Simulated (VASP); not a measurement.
# Ni: energy at fixed spin moment

Ni, P6_3/mmc (no. 194), 2 atoms in the cell. PBE, fixed spin moment; PAW potentials Ni (PBE set).

Volume against the source cell: 1.

## Input

INCAR.step1:
```
ALGO = Normal
EDIFF = 1E-7
ENCUT = 450
GGA = PE
ISIF = 2
ISMEAR = 1
ISPIN = 2
LASPH = T
LCHARG = F
LMAXMIX = 4
LORBIT = 11
LREAL = F
LWAVE = F
MAGMOM = 0 0
NELM = 200
NUPDOWN = 0.0
PREC = Accurate
SIGMA = 0.1
```

INCAR.step2, as INCAR.step1 but for:
```
- MAGMOM = 0 0
- NUPDOWN = 0.0
+ MAGMOM = 0.1625 0.1625
+ NUPDOWN = 0.32
```

INCAR.step3 to INCAR.step9 change the same tags again: MAGMOM = 0.325 0.325, 0.4875 0.4875, 0.65 0.65, 0.8125 0.8125, 0.975 0.975, 1.1375 1.1375, 1.3 1.3; NUPDOWN = 0.65, 0.98, 1.3, 1.62, 1.95, 2.28, 2.6.

INCAR.step10, as INCAR.step9 but for:
```
- NUPDOWN = 2.6
```

KPOINTS:
```
k-points
0
Gamma
  19 19 10
```

POSCAR:
```
Ni
1.0
    2.4480228978      0.0000000000      0.0000000000
   -1.2240114489      2.1200500186      0.0000000000
    0.0000000000      0.0000000000      4.0728075700
Ni
2
Direct
    0.6666666667      0.3333333333      0.7500000000
    0.3333333333      0.6666666667      0.2500000000
```

Commands (each step's output is kept before the next begins):
```
cat potpaw_PBE.64/Ni/POTCAR > POTCAR
cp INCAR.step1 INCAR
mpirun -np 4 vasp_std > vasp.out
rm WAVECAR CHG
cp INCAR.step2 INCAR
mpirun -np 4 vasp_std > vasp.out
rm WAVECAR CHG
cp INCAR.step3 INCAR
mpirun -np 4 vasp_std > vasp.out
rm WAVECAR CHG
cp INCAR.step4 INCAR
mpirun -np 4 vasp_std > vasp.out
rm WAVECAR CHG
cp INCAR.step5 INCAR
mpirun -np 4 vasp_std > vasp.out
rm WAVECAR CHG
cp INCAR.step6 INCAR
mpirun -np 4 vasp_std > vasp.out
rm WAVECAR CHG
cp INCAR.step7 INCAR
mpirun -np 4 vasp_std > vasp.out
rm WAVECAR CHG
cp INCAR.step8 INCAR
mpirun -np 4 vasp_std > vasp.out
rm WAVECAR CHG
cp INCAR.step9 INCAR
mpirun -np 4 vasp_std > vasp.out
rm WAVECAR CHG
cp INCAR.step10 INCAR
mpirun -np 4 vasp_std > vasp.out
```

## Result

- Moment at the minimum, by a parabola in the squared moment through the lowest point and its neighbours (muB per cell): 1.25
- Energy there by the same parabola, against the smallest moment (meV/atom): -55.2
- Moment left free (muB per cell): 1.26

Energy at fixed total moment:

| Moment (muB per cell) | Energy (meV/atom) | Pressure (GPa) |
|---|---|---|
| 0.00 | 0.0 | 5.5 |
| 0.32 | -5.6 | 5.5 |
| 0.65 | -22.2 | 5.7 |
| 0.98 | -47.2 | 6.0 |
| 1.30 | -54.9 | 6.8 |
| 1.62 | -31.5 | 8.0 |
| 1.95 | 26.9 | 9.6 |
| 2.28 | 134.6 | 11.8 |
| 2.60 | 285.3 | 14.4 |

VASP 6.6.1 took 391 s on 4 cores (Intel Xeon Platinum 8375C @ 2.90GHz (Ice Lake)), a shared host.
